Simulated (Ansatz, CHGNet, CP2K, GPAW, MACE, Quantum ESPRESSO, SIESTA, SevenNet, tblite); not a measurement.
## GPAW on BeSe(110)/BP(110) interface (50 atoms): settings against a plane-wave reference

Wanted: GPAW inputs and outputs for BeSe(110)/BP(110) interface (50 atoms), checked against a plane-wave reference.

Main program and level: GPAW 26.7.0; the method is named at each step.

## Step 1: Starting point

The cell holds 50 atoms: 9 Be, 9 Se, 16 B and 16 P. Cell: a = 6.294 Å, b = 8.901 Å, c = 13.071 Å, α = 90.0°, β = 90.0°, γ = 90.0°. Zinc-blende BeSe(110), 3 repeat layers, 3 surface cells, strained +0.00 and -0.00 %; zinc-blende BP(110), 4 layers, 4 cells, -1.93 and -1.93 %; outer planes 2.26 Å apart and 2.29 Å at the second interface of the periodic stack; not relaxed, displaced by a Gaussian of 0.02 Å. Then every atom was moved at random, 0.03 Å r.m.s. a Cartesian component. Regions: BeSe, 18 atoms (9 Be and 9 Se); BP, 32 atoms (16 B and 16 P). The structure's axis is c.

The yardstick, on the same geometry:

| Property | Result |
| --- | --- |
| method | Kohn-Sham DFT, PBE, SSSP efficiency 1.3.0 pseudopotentials, plane waves (Quantum ESPRESSO 7.5); sssp-pbe-1.3.0-efficiency, cutoffs 45/360 Ry, Γ point |
| r.m.s. force component | 0.9546 eV/Å |
| longest force | 3.843 eV/Å |
| pressure | 2.19 GPa |
| time | 1.7 min on 2 MPI ranks of Intel Xeon Platinum 8559C (Emerald Rapids), shared host |
| CPU time | 3.4 min |

## Step 2: PBE, LCAO dzp, h 0.2 Å

Method: Kohn-Sham DFT, PBE, PAW, atomic orbitals (dzp).

Input file run.py:

```python
import numpy as np
from ase.io import read
from gpaw import GPAW, FermiDirac

atoms = read("structure.xyz")
atoms.calc = GPAW(
    mode="lcao",
    basis="dzp",
    h=0.2,
    xc="PBE",
    kpts={"size": (1, 1, 1), "gamma": True},
    occupations=FermiDirac(0.05),
    maxiter=200,
    symmetry={"point_group": False},
    txt="gpaw.txt",
)
energy = atoms.get_potential_energy(force_consistent=True)
forces = atoms.get_forces()
print(f"energy {energy:.6f} eV")
print("forces (eV/A)")
for i, (a, f) in enumerate(zip(atoms, forces)):
    print(f"{i:4d} {a.symbol:2s} {f[0]:10.5f} {f[1]:10.5f} {f[2]:10.5f}")
print(f"Fermi level {atoms.calc.get_fermi_level():.4f} eV")
for k in range(len(atoms.calc.get_ibz_k_points())):
    for s in range(atoms.calc.get_number_of_spins()):
        e = atoms.calc.get_eigenvalues(kpt=k, spin=s)
        n = np.searchsorted(e, atoms.calc.get_fermi_level())
        print(f"k {k} spin {s} levels about the Fermi level:", np.round(e[max(n - 6, 0):n], 4).tolist(), "|", np.round(e[n:n + 6], 4).tolist())
```

Input file structure.xyz:

```xyz
50
Lattice="6.29400 0.00000 0.00000 0.00000 8.90100 0.00000 0.00000 0.00000 13.07122" Properties=species:S:1:pos:R:3 pbc="T T T"
Be 4.24046 5.92299 0.01176
Se 2.10333 5.16035 13.02429
Be 1.05443 5.92237 1.84343
Se 5.26676 5.15688 1.82304
Be 4.17494 5.93020 3.62583
Se 2.08999 5.19169 3.58949
Be 2.18641 3.01468 13.07109
Se 0.00151 2.21039 0.04993
Be 5.24158 3.00311 1.72802
Se 3.18948 2.18146 1.86513
Be 2.11063 3.01940 3.63903
Se 6.28519 2.20237 3.66582
Be 6.25189 0.06667 13.02390
Se 4.25009 8.18883 13.01580
Be 3.12176 8.87065 1.83154
Se 1.06004 8.12305 1.77507
Be 6.27298 8.86709 3.56034
Se 4.22397 8.12902 3.63040
B 6.13105 6.17738 5.89329
P 4.53357 0.60812 5.86310
B 4.57007 8.40050 7.49020
P 6.07742 7.32641 7.50066
B 6.06351 6.19465 9.20384
P 4.53155 0.63802 9.11430
B 4.55069 8.39053 10.75866
P 6.07661 7.28609 10.78493
B 3.02200 6.19590 5.87094
P 1.37555 0.58978 5.89721
B 1.41508 8.44206 7.50732
P 2.90833 7.34119 7.52392
B 3.01778 6.12798 9.18881
P 1.33905 0.65431 9.15378
B 1.44277 8.39720 10.83343
P 3.01552 7.31653 10.81016
B 6.08082 1.76071 5.83159
P 4.45452 5.03387 5.88153
B 4.53640 3.97261 7.44785
P 6.10619 2.81548 7.49347
B 6.14068 1.72902 9.12162
P 4.47510 5.04829 9.11940
B 4.49612 3.96602 10.78559
P 6.04696 2.81343 10.75722
B 2.91488 1.69057 5.89002
P 1.37763 5.04295 5.95290
B 1.35371 3.91119 7.56000
P 2.90575 2.81886 7.51216
B 2.94849 1.74638 9.11495
P 1.35692 5.09956 9.16515
B 1.35585 3.98008 10.80323
P 2.91658 2.87128 10.77278
```

The run is started by

```bash
$ OMP_NUM_THREADS=1 python run.py > output.txt
```

Output:

```text
energy -242.357013 eV
forces (eV/A)
   0 Be   -0.13625   -0.20178   -1.41005
   1 Se   -0.46174    0.05065   -0.64094
   2 Be   -0.53317    0.14529   -0.67506
   3 Se    0.17095    0.24852   -0.08048
   4 Be    0.02553   -0.63178    1.07085
   5 Se    0.07891    0.14723   -1.05781
   6 Be    0.20524   -1.01692   -0.45349
   7 Se    0.93765   -0.03318   -0.21939
   8 Be   -0.98110   -0.09082    0.87667
   9 Se    0.01497    0.00425   -0.33503
  10 Be    0.27160   -1.02810    1.07158
  11 Se    0.40384    0.48683    0.80594
  12 Be    1.28432   -0.64015   -0.49406
  13 Se    0.01093    0.67560    0.66050
  14 Be   -0.16306    0.51801   -0.30893
  15 Se    0.23489    0.00806   -0.00204
  16 Be    0.99509    0.15107    0.49366
  17 Se   -0.09975    0.00009    0.33709
  18 B    -1.29928   -1.30245    1.31180
  19 P    -1.36061    1.70909    0.93991
  20 B    -1.48472    0.38789   -0.07423
  21 P     1.88653   -0.92065   -0.04554
  22 B    -0.27110   -0.31316   -1.15580
  23 P     0.13240    0.45018    1.39809
[...]
42 B     0.31817    0.03225   -0.45488
  43 P     0.86879    1.43583    0.57894
  44 B     0.43514    0.33454    0.05318
  45 P     1.24274    0.37279   -1.10088
  46 B    -0.42073   -0.22064    0.63198
  47 P    -0.26717    0.11802    0.58909
  48 B    -0.00883   -0.85998   -1.09526
  49 P     0.23730    0.48914    1.79895
Fermi level 6.7071 eV
k 0 spin 0 levels about the Fermi level: [5.7049, 5.9767, 6.2606, 6.3391, 6.5851, 6.6902] | [6.7515, 6.7803, 6.9092, 7.1355, 7.4333, 7.7044]
```

gpaw.txt:

```text
Input parameters:
  mode=LCAO(),
  basis={'default': 'dzp'},
  h=0.2,
  kpts=MonkhorstPack(size=(1, 1, 1), gamma=True),
  maxiter=200,
  occupations=Occupations(name='fermi-dirac', width=0.05, fixmagmom=False),
  symmetry=Symmetry(point_group=False),
  xc=XC(name='PBE')
Unit cell  # Å
| periodic |        x |        y |         z |   lengths |    angles |
|----------|----------|----------|-----------|-----------|-----------|
|      yes | 6.294000 | 0.000000 |  0.000000 |  6.294000 | 90.000000 |
|      yes | 0.000000 | 8.901000 |  0.000000 |  8.901000 | 90.000000 |
|      yes | 0.000000 | 0.000000 | 13.071220 | 13.071220 | 90.000000 |
Number of symmetries: 1
Symmetry operations  # r_c * U_cc + t_c -> r_c
|   | kind |            matrix            |
|---|------|------------------------------|
| 0 |  E   |  1, 0, 0,  0, 1, 0,  0, 0, 1 |
BZ-sampling:
  Number of BZ points: 1
  Number of IBZ points: 1
  Monkhorst-Pack size: [1, 1, 1]
  Monkhorst-Pack shift: [0, 0, 0]
[... lines left out ...]
  Fermi-Dirac:
[... lines left out ...]
    Stencil: 6*3+1=19 point O(h^6) finite-difference Laplacian
xc functional:
  name: PBE with 2 nearest neighbor stencil
interpolation: tri-quintic # 5. degree polynomial
Initialization done in: 5.222 s
convergence criteria:
- Maximum [total energy] change in last 3 cyles: 0.0005 eV / valence electron
- Maximum integral of absolute [dens]ity change: 0.0001 electrons / valence electron
- Maximum integral of absolute [eigenst]ate change: 4e-08 eV^2 / valence electron
maximum number of iterations: 200
SCF iterations
|iter     |      energy | eigst |  dens |
|---------|-------------|-------|-------|
|iter:   1| -252.885281 |      c|       |
|iter:   2| -249.482723 |      c| -0.84 |
|iter:   3| -250.549809 |      c| -0.88 |
|iter:   4| -256.701118 |      c| -1.09 |
[...]
|iter:   9| -242.291037 |      c| -1.96 |
|iter:  10| -242.258993 |      c| -2.22 |
|iter:  11| -242.257826c|      c| -2.44 |
|iter:  12| -242.251748c|      c| -2.56 |
|iter:  13| -242.251644c|      c| -2.75 |
|iter:  14| -242.249541c|      c| -3.05 |
|iter:  15| -242.249927c|      c| -3.39 |
|iter:  16| -242.249887c|      c| -3.76 |
|iter:  17| -242.249971c|      c| -4.15c|
Converged in 17 steps
SCF loop duration: 82.924 s (4.878 s/step)
Energy contributions relative to reference atoms: (reference = -758073.905553)
Energy contributions:
  Kinetic:         373.165940
  Coulomb:        -309.452285
  Zero:             -0.280388
  External:          0.000000
  Xc:             -305.576197
  Entropy:          -0.214084
  Spinorbit:         0.000000
  ----------------------------
  Free energy:    -242.357013
  Extrapolated:   -242.249971
dipole moment: (91.696907, 20.556609, 55.916920)  # |e|*Ang
Fermi level: 6.707
Eigenvalues  # (at kpt = [0.000, 0.000, 0.000])
| band index |      eig [eV] | occ [0-2] |
|------------|---------------|-----------|
|          0 |        -8.852 |     2.000 |
|        ... |               |           |
|         92 |         5.513 |     2.000 |
|         93 |         5.593 |     2.000 |
[...]
|        107 |         8.342 |     0.000 |
|        ... |               |           |
|        123 |        10.641 |     0.000 |
Gap: 0.061 eV
Transition (v -> c):
  (s=0, k=0, n=99, [0.00, 0.00, 0.00]) -> (s=0, k=0, n=100, [0.00, 0.00, 0.00])
No difference between direct/indirect transitions
Force computation time: 10.554  # s
timing:  # [seconds]
  Total:  98.724  # ━━━━━━━━━━━━━━━━━━━━━━━━━━━━━━━━━━━━━━━━━━━━━━━━━━━━━━━━━
  Init:    5.221  # ━━━
  SCF:    82.924  # ━━━━━━━━━━━━━━━━━━━━━━━━━━━━━━━━━━━━━━━━━━━━━━━━
  Forces: 10.554  # ━━━━━━
```

Run time: 1.7 min. Hardware: 1 thread of Intel Xeon Platinum 8559C (Emerald Rapids), shared host; peak memory 0.75 GiB.

Banners, paths, timers and routine set-up lines are dropped from the logs unmarked, and long logs keep their key lines alone; longer cuts are marked.

Against the reference:

```yaml
r_m_s_force_component: 0.989 eV/Å
r_m_s_difference_of_force_components: 130.9 meV/Å
longest_difference_of_force_vectors: 432.1 meV/Å
force_difference_over_r_m_s_force: 13.72 %
slope_of_forces_against_the_reference_s: 1.027
correlation_of_force_components: 0.9916
```

Length of the force difference by element (eV/Å):

```csv
element,atoms,mean,most
B,16,0.18,0.32
Be,9,0.28,0.43
P,16,0.19,0.33
Se,9,0.19,0.26
```

A closer look about P36, which bears the longest force: 13 atoms, nearest first, numbered in the order of the input, with positions taken from that point.

| atom | x | y | z | distance (Å) | bonds | Fx | Fy | Fz (eV/Å) |
| --- | --- | --- | --- | --- | --- | --- | --- | --- |
| P36 | 0.00 | 0.00 | 0.00 | 0.00 | 3 | 2.58 | 1.82 | -2.51 |
| B27 | -1.43 | 1.16 | -0.01 | 1.84 | 3 | -2.20 | -0.84 | 2.21 |
| B37 | 0.08 | -1.06 | 1.57 | 1.89 | 4 | -0.68 | -1.24 | 1.27 |
| B19 | 1.68 | 1.14 | 0.01 | 2.03 | 3 | -1.30 | -1.30 | 1.31 |
| Be5 | -0.28 | 0.90 | -2.26 | 2.44 | 3 | 0.03 | -0.63 | 1.07 |
| P44 | -3.08 | 0.01 | 0.07 | 3.08 | 4 | 0.87 | 1.44 | 0.58 |
| P46 | -1.55 | -2.22 | 1.63 | 3.16 | 4 | 1.24 | 0.37 | -1.10 |
| P38 | 1.65 | -2.22 | 1.61 | 3.20 | 4 | -1.25 | 1.11 | -0.89 |
| P44 | 3.22 | 0.01 | 0.07 | 3.22 | 4 | 0.87 | 1.44 | 0.58 |
| P30 | -1.55 | 2.31 | 1.64 | 3.23 | 4 | 1.88 | -0.80 | -0.51 |
| P40 | 0.02 | 0.01 | 3.24 | 3.24 | 4 | 2.46 | -0.67 | 0.39 |
| P22 | 1.62 | 2.29 | 1.62 | 3.24 | 4 | 1.89 | -0.92 | -0.05 |
| Se6 | -2.36 | 0.16 | -2.29 | 3.30 | 4 | 0.08 | 0.15 | -1.06 |

Atoms are counted from 1 here, from 0 in the log.

Forces lie 14 % from the reference's, at 0.49 times its CPU time (on 1 against 2 cores).

## Step 3: PBE, LCAO szp(dzp), h 0.2 Å

Method: Kohn-Sham DFT, PBE, PAW, atomic orbitals (szp(dzp)).

Edit run.py of step 2 so:

```diff
@@ -7,3 +7,3 @@
     mode="lcao",
-    basis="dzp",
+    basis="szp(dzp)",
     h=0.2,
```

structure.xyz is that of step 2.

Output:

```text
energy -229.981509 eV
forces (eV/A)
   0 Be   -0.18659   -0.15664   -1.74552
   1 Se   -0.42515    0.07957   -0.60416
   2 Be   -0.50087    0.13192   -0.81748
   3 Se    0.25285    0.29825   -0.14853
   4 Be   -0.03903   -0.69076    1.24731
   5 Se    0.26990    0.18479   -1.45504
   6 Be    0.24225   -1.06365   -0.57969
   7 Se    1.05444   -0.08611    0.17778
   8 Be   -1.02425   -0.17998    1.07280
   9 Se    0.05472    0.05028   -0.37037
  10 Be    0.19822   -1.19169    1.37985
  11 Se    0.40802    0.53839    0.38055
  12 Be    1.35885   -0.73859   -0.66389
  13 Se    0.00874    0.61837    1.07319
  14 Be   -0.12171    0.51260   -0.28540
  15 Se    0.26159    0.03187    0.01452
  16 Be    1.11615    0.28231    0.71973
  17 Se   -0.14928   -0.21821    0.15935
  18 B    -1.41678   -1.03291    1.03270
  19 P    -1.49423    1.52234    1.03266
  20 B    -1.59932    0.46612    0.04787
  21 P     1.98892   -1.04546    0.04061
  22 B    -0.34602   -0.20529   -1.25875
  23 P     0.15711    0.43307    1.23156
[...]
42 B     0.30921    0.52297   -0.78746
  43 P     0.94978    1.05292    0.71455
  44 B     0.33641    0.41055    0.30474
  45 P     1.34278    0.29149   -1.13599
  46 B    -0.46520   -0.14639    0.63011
  47 P    -0.20153    0.04906    0.40622
  48 B    -0.02051   -0.40588   -0.82125
  49 P     0.19113    0.11409    2.14700
Fermi level 6.7866 eV
k 0 spin 0 levels about the Fermi level: [5.6287, 5.7249, 5.9326, 6.3278, 6.4363, 6.685] | [6.7916, 6.8201, 6.8355, 6.9612, 7.2488, 7.4939]
```

gpaw.txt:

```text
Input parameters:
  mode=LCAO(),
  basis={'default': 'szp(dzp)'},
  h=0.2,
  kpts=MonkhorstPack(size=(1, 1, 1), gamma=True),
  maxiter=200,
  occupations=Occupations(name='fermi-dirac', width=0.05, fixmagmom=False),
  symmetry=Symmetry(point_group=False),
  xc=XC(name='PBE')
Unit cell  # Å
| periodic |        x |        y |         z |   lengths |    angles |
[... lines left out ...]
  Fermi-Dirac:
[... lines left out ...]
convergence criteria:
- Maximum [total energy] change in last 3 cyles: 0.0005 eV / valence electron
[... lines left out ...]
Converged in 18 steps
[... lines left out ...]
  Free energy:    -229.981509
  Extrapolated:   -229.860521
dipole moment: (91.770036, 20.430218, 55.834005)  # |e|*Ang
Fermi level: 6.787
Eigenvalues  # (at kpt = [0.000, 0.000, 0.000])
| band index |      eig [eV] | occ [0-2] |
|------------|---------------|-----------|
|          0 |        -8.897 |     2.000 |
|        ... |               |           |
|         91 |         5.235 |     2.000 |
|         92 |         5.567 |     2.000 |
[...]
|        106 |         8.126 |     0.000 |
|        ... |               |           |
|        123 |        11.033 |     0.000 |
Gap: 0.107 eV
Transition (v -> c):
  (s=0, k=0, n=98, [0.00, 0.00, 0.00]) -> (s=0, k=0, n=99, [0.00, 0.00, 0.00])
No difference between direct/indirect transitions
Force computation time: 8.893  # s
timing:  # [seconds]
  Total:  89.390  # ━━━━━━━━━━━━━━━━━━━━━━━━━━━━━━━━━━━━━━━━━━━━━━━━━━━━━━━━━
  Init:    4.619  # ━━━
  SCF:    75.853  # ━━━━━━━━━━━━━━━━━━━━━━━━━━━━━━━━━━━━━━━━━━━━━━━━╸
  Forces:  8.893  # ━━━━━╸
```

The job ended after 91 s (1 thread; peak memory 0.72 GiB).

Against the reference:

* r.m.s. force component: 1.028 eV/Å
* r.m.s. difference of force components: 311.8 meV/Å
* longest difference of force vectors: 1032 meV/Å
* force difference over r.m.s. force: 32.66 %
* slope of forces against the reference's: 1.027
* correlation of force components: 0.9533

This is a coarse setting, run to see what it loses.

Against the first run (14 %), the force difference from the reference is 33 %, at 0.91 times the CPU time, with 405 basis functions against 578: the smaller basis costs accuracy.

## Step 4: PBE, LCAO dzp, h 0.25 Å

Method: Kohn-Sham DFT, PBE, PAW, atomic orbitals (dzp).

Edit run.py of step 3 so:

```diff
@@ -7,4 +7,4 @@
     mode="lcao",
-    basis="szp(dzp)",
-    h=0.2,
+    basis="dzp",
+    h=0.25,
     xc="PBE",
```

structure.xyz is that of step 3.

Output:

```text
energy -239.536767 eV
forces (eV/A)
   0 Be   -0.13055   -0.19902   -1.41499
   1 Se   -0.47374    0.04620   -0.68300
   2 Be   -0.52400    0.14172   -0.68654
   3 Se    0.15638    0.25212   -0.04092
   4 Be    0.02208   -0.63291    1.07909
   5 Se    0.03773    0.15359   -1.00026
   6 Be    0.20946   -1.01323   -0.45330
   7 Se    0.94618   -0.09731   -0.17587
   8 Be   -0.97388   -0.08681    0.87693
   9 Se    0.02865    0.02759   -0.31197
  10 Be    0.28177   -1.02411    1.07417
  11 Se    0.37605    0.51446    0.76200
[...]
45 P     1.23417    0.36655   -1.11368
  46 B    -0.48183   -0.23247    0.59994
  47 P    -0.28149    0.11934    0.58798
  48 B    -0.06771   -0.87073   -1.10908
  49 P     0.20654    0.49610    1.79800
Fermi level 6.7086 eV
k 0 spin 0 levels about the Fermi level: [5.7057, 5.9777, 6.2613, 6.3403, 6.5861, 6.6921] | [6.7525, 6.7817, 6.9107, 7.1368, 7.4354, 7.7059]
```

gpaw.txt:

```text
Input parameters:
  mode=LCAO(),
  basis={'default': 'dzp'},
  h=0.25,
  kpts=MonkhorstPack(size=(1, 1, 1), gamma=True),
  maxiter=200,
  occupations=Occupations(name='fermi-dirac', width=0.05, fixmagmom=False),
  symmetry=Symmetry(point_group=False),
  xc=XC(name='PBE')
[... lines left out ...]
  Fermi-Dirac:
[... lines left out ...]
convergence criteria:
- Maximum [total energy] change in last 3 cyles: 0.0005 eV / valence electron
[... lines left out ...]
Converged in 17 steps
[... lines left out ...]
  Free energy:    -239.536767
[... lines left out ...]
Fermi level: 6.709
[... lines left out ...]
|          0 |        -8.851 |     2.000 |
|        ... |               |           |
|         92 |         5.514 |     2.000 |
|         93 |         5.594 |     2.000 |
[...]
|        107 |         8.345 |     0.000 |
|        ... |               |           |
|        123 |        10.643 |     0.000 |
Gap: 0.060 eV
Transition (v -> c):
  (s=0, k=0, n=99, [0.00, 0.00, 0.00]) -> (s=0, k=0, n=100, [0.00, 0.00, 0.00])
No difference between direct/indirect transitions
Force computation time: 6.307  # s
timing:  # [seconds]
  Total:  58.254  # ━━━━━━━━━━━━━━━━━━━━━━━━━━━━━━━━━━━━━━━━━━━━━━━━━━━━━━━━━
  Init:    3.931  # ━━━━
  SCF:    47.991  # ━━━━━━━━━━━━━━━━━━━━━━━━━━━━━━━━━━━━━━━━━━━━━━━
  Forces:  6.307  # ━━━━━━
```

The job ended after 60 s (1 thread; peak memory 0.45 GiB).

Numbers from this run, and their distance from the reference:

```
r.m.s. force component                          : 0.9906 eV/Å
r.m.s. difference of force components           : 131.7 meV/Å
longest difference of force vectors             : 435.4 meV/Å
force difference over r.m.s. force              : 13.8 %
slope of forces against the reference's         : 1.029
correlation of force components                 : 0.9915
energy less the same-level run's                : 56.4 meV/atom
r.m.s. force difference from the same-level run : 27.22 meV/Å
```

This is a coarse setting, run to see what it loses.

Against the first run (14 %), the force difference from the reference is 14 %, at 0.59 times the CPU time: the change moves forces by 27 meV/Å r.m.s., so most of the difference comes from elsewhere.

The forces add up to 0.64 eV/Å instead of zero, usually a sign of too coarse a grid.

[end of part 1 of 2]

[Also dropped from logs without a mark: logging warnings of Python, and SIESTA's first energy breakdown and zero terms.]

[Logs are printed without paths, hosts, clocks, repeated set-up lines and the standing remarks that a program may print on its own settings, such as how far it seeks lower states.]

[Hosts, paths, dates, database ids (printed as entryN), source tags and the programs' standing remarks are cut or masked in the printed files.]
